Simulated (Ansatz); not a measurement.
# BeS: band gap under strain

How does strain move the band edges of BeS (zincblende), and do the functionals agree on it? States: no strain; -4.0 % biaxial strain in the (111) plane, free along [111]; -3.0 % biaxial strain in the (111) plane, free along [111].

Code: Ansatz 0.2.0. PAW datasets, plane waves. Spin-unpolarised throughout; all numbers are computed.

## (1) The cell

The unstrained cell was relaxed with r2SCAN; in each strained cell the atoms were relaxed again with r2SCAN. Names of k-points are those of the unstrained zone, where strain can split equivalent points. First state: no strain.

The symmetry is F-43m (No. 216, cubic); a = 4.869 Å in the conventional setting, 14.43 Å³ an atom. Around Be lie 4 S at 2.11 Å; around S lie 4 Be at 2.11 Å.

The structure in full:

Space group F-43m (No. 216). a = 4.869 Å, b = 4.869 Å, c = 4.869 Å, α = 90.00°, β = 90.00°, γ = 90.00°
```tsv
atom	site	symmetry	x	y	z
Be	4a	-43m	0.0000	0.0000	0.0000
S	4d	-43m	0.2500	0.2500	0.7500
```

## (2) No strain: PBE

Input file input.yaml:

```yaml
crystal:
  lattice:
    - [0.0, 2.4343062304, 2.4343062304]
    - [2.4343062304, 0.0, 2.4343062304]
    - [2.4343062304, 2.4343062304, 0.0]
  atoms:
    - { symbol: Be, position: [0.0, 0.0, 0.0] }
    - { symbol: S, position: [0.25, 0.25, 0.25] }
kpoints:
  mp_grid: { grid: [10, 10, 10] }
  band_path:
    path:
      - [0.0, 0.0, 0.0]
      - [-0.5, -0.5, 0.0]
      - [-0.375, -0.375, 0.25]
      - [-0.375, 0.0, 0.375]
      - [0.0, 0.0, 0.5]
      - [-0.5, -0.25, 0.25]
      - [-0.0375, 0.0, 0.0375]
      - [0.0, 0.5, 0.5]
    npoints: 1
hamiltonian:
  xc: pbe
scf:
  occupations: { method: fermi_dirac, width: 0.02 }
  n_extra_bands: 4
output:
  forces: true
  stress: true
  eigenvalues: true
```

Run with:

```
$ ansatz run input.yaml --threads 2 --pin off --max-ram 29491MiB --backend cpu --events-out ev --progress --plain --runs-dir out
```

After this run come: No strain: r2SCAN; No strain: HSE06; No strain: r2SCAN; No strain: G0W0@PBE; -4.0 % biaxial strain in the (111) plane, free along [111]: PBE; -4.0 % biaxial strain in the (111) plane, free along [111]: r2SCAN; -4.0 % biaxial strain in the (111) plane, free along [111]: HSE06; -4.0 % biaxial strain in the (111) plane, free along [111]: r2SCAN; -4.0 % biaxial strain in the (111) plane, free along [111]: G0W0@PBE; -3.0 % biaxial strain in the (111) plane, free along [111]: PBE; -3.0 % biaxial strain in the (111) plane, free along [111]: r2SCAN; -3.0 % biaxial strain in the (111) plane, free along [111]: HSE06; -3.0 % biaxial strain in the (111) plane, free along [111]: r2SCAN; -3.0 % biaxial strain in the (111) plane, free along [111]: G0W0@PBE.

Before running it: what results should come out?

The runs gave:

Least gap in eV (negative: overlap), with the change from the unstrained cell in brackets. G0W0 is on its own coarse mesh.

| state | volume change (%) | PBE | r2SCAN | HSE06 | G0W0 |
| --- | --- | --- | --- | --- | --- |
| no strain | +0.0 | 3.14 | 3.59 | 4.09 | 4.45 |
| -4.0 % biaxial strain in the (111) plane, free along [111] | -6.4 | 2.75 (-0.39) | 3.19 (-0.40) | 3.69 (-0.40) | 4.03 (-0.42) |
| -3.0 % biaxial strain in the (111) plane, free along [111] | -4.8 | 2.87 (-0.27) | 3.31 (-0.28) | 3.81 (-0.28) | 4.16 (-0.29) |

In words: With HSE06, of the states in the table -4.0 % biaxial strain in the (111) plane, free along [111] shifts the gap most, by -0.397 eV. PBE and HSE06 differ by 0.95 eV on the unstrained gap, and by at most 0.01 eV on its change: PBE follows the response to strain far better than the gap itself. G0W0 here is at a finite number of bands, screening cutoff and k mesh, not at the basis limit.
